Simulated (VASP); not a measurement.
# BAs: convergence, surface energy

BAs, slab, 20 atoms in the cell. PBEsol; PAW potentials As, B (PBE set). VASP 6.6.1.

Wanted: surface energy, atoms not relaxed within 0.02 J/m²; face levels within 0.04 eV.

Crystal: BAs, F-43m; Face: (1 1 0); Starting cell: bulk cell relaxed first with the same functional.

Face levels: vacuum level at each face, counted from the Fermi level.

The series start from vacuum (Å): 12; k spacing (1/Å): 0.35; Smearing SIGMA (eV): 0.05; Cutoff ENCUT (eV): 420; SCF threshold EDIFF (eV): 1e-6; PREC: Accurate; LREAL: .FALSE.; ALGO: Normal; atomic planes: 5. Each series keeps the choices made before it, and each single choice may use up half of a tolerance. Times cover all steps of a run.

## Vacuum (Å)

| Vacuum (Å) | Surface energy, atoms not relaxed (J/m²) | Face levels, largest deviation (eV) | Time (s) |
|---|---|---|---|
| 5 | 2.511 | 0.127 | 43 |
| 7 | 2.501 | 0.026 | 45 |
| 9 | 2.499 | 0.015 | 51 |
| 12 | 2.498 | 0.001 | 70 |
| 15 | 2.498 | 0.000 | 67 |
| 20 (reference) | 2.498 | 0.000 | 74 |

Chosen: 9, the loosest value from which every tighter one stays within half of the tolerance.

## k spacing (1/Å)

| k spacing (1/Å) | Surface energy, atoms not relaxed (J/m²) | Face levels, largest deviation (eV) | Time (s) |
|---|---|---|---|
| 0.8 | 2.452 | 0.228 | 17 |
| 0.6 | 2.512 | 0.004 | 21 |
| 0.45 | 2.494 | 0.006 | 23 |
| 0.35 | 2.499 | 0.007 | 51 |
| 0.25 | 2.501 | 0.003 | 59 |
| 0.2 (reference) | 2.500 | 0.000 | 71 |

Chosen: 0.45.

## Smearing SIGMA (eV)

| Smearing SIGMA (eV) | Surface energy, atoms not relaxed (J/m²) | Face levels, largest deviation (eV) | Time (s) |
|---|---|---|---|
| 0.2 | 2.488 | 0.026 | 26 |
| 0.1 | 2.491 | 0.002 | 27 |
| 0.05 | 2.494 | 0.000 | 23 |
| 0.02 (reference) | 2.495 | 0.000 | 28 |

Chosen: 0.1.

## Cutoff ENCUT (eV)

| Cutoff ENCUT (eV) | Surface energy, atoms not relaxed (J/m²) | Face levels, largest deviation (eV) | Time (s) |
|---|---|---|---|
| 260 | 2.484 | 0.009 | 19 |
| 320 | 2.490 | 0.010 | 23 |
| 370 | 2.491 | 0.009 | 24 |
| 420 | 2.491 | 0.009 | 27 |
| 480 | 2.492 | 0.000 | 30 |
| 575 (reference) | 2.492 | 0.000 | 48 |

Chosen: 260.

## SCF threshold EDIFF (eV)

| SCF threshold EDIFF (eV) | Surface energy, atoms not relaxed (J/m²) | Face levels, largest deviation (eV) | Time (s) |
|---|---|---|---|
| 0.001 | 2.485 | 0.221 | 13 |
| 0.0001 | 2.484 | 0.000 | 17 |
| 1e-5 | 2.484 | 0.000 | 19 |
| 1e-6 | 2.484 | 0.000 | 19 |
| 1e-7 (reference) | 2.484 | 0.000 | 21 |

Chosen: 0.0001.

## PREC

| PREC | Surface energy, atoms not relaxed (J/m²) | Face levels, largest deviation (eV) | Time (s) |
|---|---|---|---|
| Accurate | 2.484 | 0.000 | 17 |
| Normal | 2.484 | 0.015 | 12 |

Chosen: Normal, the fastest of those that stay within half of the tolerance.

## LREAL

| LREAL | Surface energy, atoms not relaxed (J/m²) | Face levels, largest deviation (eV) | Time (s) |
|---|---|---|---|
| .FALSE. | 2.484 | 0.000 | 12 |
| Auto | 2.484 | 0.000 | 14 |

Chosen: .FALSE.; no other choice that stays within half of the tolerance saves 30 % of the time.

## ALGO

| ALGO | Surface energy, atoms not relaxed (J/m²) | Face levels, largest deviation (eV) | Time (s) |
|---|---|---|---|
| Normal | 2.484 | 0.000 | 12 |
| Fast | 2.484 | 0.002 | 12 |
| All | 2.484 | 0.003 | 13 |

Chosen: Normal.

## Atomic planes

| Atomic planes | Surface energy, atoms not relaxed (J/m²) | Face levels, largest deviation (eV) | Time (s) |
|---|---|---|---|
| 3 | 2.402 | 0.180 | 9.3 |
| 5 | 2.484 | 0.127 | 12 |
| 7 | 2.482 | 0.032 | 16 |
| 8 | 2.476 | 0.050 | 17 |
| 10 | 2.478 | 0.009 | 23 |
| 12 (reference) | 2.475 | 0.000 | 27 |

Chosen: 10.

## All choices together

| Input | Surface energy, atoms not relaxed (J/m²) | Face levels, largest deviation (eV) | Time (s) |
|---|---|---|---|
| program defaults, thin vacuum, coarse mesh (naive) | 2.511 | 0.041 | 9.4 |
| chosen settings | 2.477 | 0.023 | 22 |
| reference settings throughout | 2.494 | 0.000 | 764 |

The tolerance is met.

Values of the reference run: Face levels: 5.121, 5.121 eV.

1 cheaper combination failed this check first and made the worst setting one step tighter.

## The input

INCAR.step1:
```
ALGO = Normal
EDIFF = 1E-4
ENCUT = 260
GGA = PS
ISMEAR = 0
KPAR = 8
LASPH = T
LCHARG = F
LREAL = F
LWAVE = F
NELM = 120
PREC = Normal
SIGMA = 0.1
```

INCAR.step2, as INCAR.step1 but for:
```
- KPAR = 8
+ DIPOL = 0.5 0.5 0.5
+ IDIPOL = 3
+ LDIPOL = T
+ LVACPOTAV = T
+ LVHAR = T
```

KPOINTS.step1:
```
Automatic mesh
0
Gamma
  5 3 31
  0 0 0
```

KPOINTS.step2:
```
Automatic mesh
0
Gamma
  5 3 1
  0 0 0
```

POSCAR.step1:
```
BAs
1.0
    3.3788140906      0.0000000000      0.0000000000
    0.0000000000      4.7783647117      0.0000000000
    1.6894070453      2.3891823558      1.6894070453
As B
1 1
Direct
    0.5000000000      0.7500000000      0.0000000000
    0.0000000000      0.0000000000      0.0000000000
```

POSCAR.step2:
```
BAs
1.0
    3.3788140906      0.0000000000      0.0000000000
    0.0000000000      4.7783647117      0.0000000000
    0.0000000000      0.0000000000     27.2046634076
As B
10 10
Direct
    0.7500000000      0.0000000000      0.2205504222
    0.2500000000      0.5000000000      0.2826503283
    0.7500000000      0.0000000000      0.3447502345
    0.2500000001      0.5000000000      0.4068501408
    0.7500000001      0.0000000000      0.4689500469
    0.2500000001      0.5000000000      0.5310499531
    0.7500000001      0.0000000000      0.5931498592
    0.2500000001      0.5000000000      0.6552497655
    0.7500000001      0.0000000000      0.7173496717
    0.2500000001      0.5000000000      0.7794495778
    0.2500000000      0.2500000000      0.2205504222
    0.7500000000      0.7500000000      0.2826503283
    0.2500000000      0.2500000000      0.3447502345
    0.7500000001      0.7500000000      0.4068501408
    0.2500000001      0.2500000000      0.4689500469
    0.7500000001      0.7500000000      0.5310499531
    0.2500000001      0.2500000000      0.5931498592
    0.7500000001      0.7500000000      0.6552497655
    0.2500000001      0.2500000000      0.7173496717
    0.7500000001      0.7500000000      0.7794495778
```

Commands (each step's output is kept before the next begins):
```
cat potpaw_PBE.64/As/POTCAR potpaw_PBE.64/B/POTCAR > POTCAR
cp INCAR.step1 INCAR
cp KPOINTS.step1 KPOINTS
cp POSCAR.step1 POSCAR
mpirun -np 8 vasp_std > vasp.out
rm WAVECAR CHG
cp INCAR.step2 INCAR
cp KPOINTS.step2 KPOINTS
cp POSCAR.step2 POSCAR
mpirun -np 8 vasp_std > vasp.out
```

Limits: The face is cut as in the bulk; no reconstruction is tried; the program found no field-free region, so the vacuum level is rough; the atoms keep their starting positions, so the number serves for convergence, not as the relaxed result.

The chosen input took VASP 6.6.1 22 s on 8 cores (Intel Xeon Platinum 8259CL @ 2.50GHz (Skylake/Cascade Lake)), a shared host.

## An input that fails: too few electronic steps

The electronic loop stops at its limit of 8 steps.

Changes against the starting input:
```
(step 2)
- NELM = 120
+ NELM = 8
```
